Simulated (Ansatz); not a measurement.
# CsSnBr3: the cost of one run

Method: DFT PBEsol, scalar-relativistic, plane waves, PAW, and further levels as typed in the inputs, in Ansatz 0.2.0.

## 1. The system as given

It takes space group Pm-3m (No. 221, cubic). The conventional cell has a = 5.810 Å, b = 5.810 Å, c = 5.810 Å, α = 90.00°, β = 90.00°, γ = 90.00°. Around Cs (site symmetry m-3m) lie 12 Br at 4.11 Å. Sn (site symmetry m-3m) has 6 Br at 2.90 Å as nearest neighbours. Around Br (site symmetry 4/mmm) lie 2 Sn at 2.90 Å and 4 Cs at 4.11 Å.

As a file:

```cif
data_structure
_symmetry_space_group_name_H-M 'Pm-3m'
_symmetry_Int_Tables_number 221
_cell_length_a 5.8100
_cell_length_b 5.8100
_cell_length_c 5.8100
_cell_angle_alpha 90.000
_cell_angle_beta 90.000
_cell_angle_gamma 90.000
_cell_volume 196.12
loop_
_atom_site_label
_atom_site_type_symbol
_atom_site_symmetry_multiplicity
_atom_site_Wyckoff_symbol
_atom_site_fract_x
_atom_site_fract_y
_atom_site_fract_z
_atom_site_occupancy
Cs1 Cs 1 b 0.50000 0.50000 0.50000 1
Sn1 Sn 1 a 0.00000 0.00000 0.00000 1
Br1 Br 3 d 0.50000 0.00000 0.00000 1
```

## 2. Single point: CsSnBr3, no spin

File input.yaml:

```yaml
crystal:
  lattice:
    - [5.81, 0.0, 0.0]
    - [0.0, 5.81, 0.0]
    - [0.0, 0.0, 5.81]
  atoms:
    - { symbol: Cs, position: [0.5, 0.5, 0.5] }
    - { symbol: Sn, position: [0.0, 0.0, 0.0] }
    - { symbol: Br, position: [0.5, 0.0, 0.0] }
    - { symbol: Br, position: [0.0, 0.5, 0.0] }
    - { symbol: Br, position: [0.0, 0.0, 0.5] }
scf:
  occupations: { method: gaussian, width: 0.01 }
output:
  eigenvalues: true
  write_density: true
  write_potential: true
  elf: true
  volumetric_format: npy
hamiltonian:
  xc: pbesol
kpoints:
  mp_grid: { grid: [6, 6, 6] }
```

The run is started by

```
$ ansatz run input.yaml --threads 16 --pin off --max-ram 49152MiB --backend cpu --events-out ev --progress --plain --runs-dir out
```

What time and memory should one allow on 16 threads of Intel Xeon Platinum 8488C (Sapphire Rapids), shared host?

About 1.1 s, with a peak of 0.95 GiB.
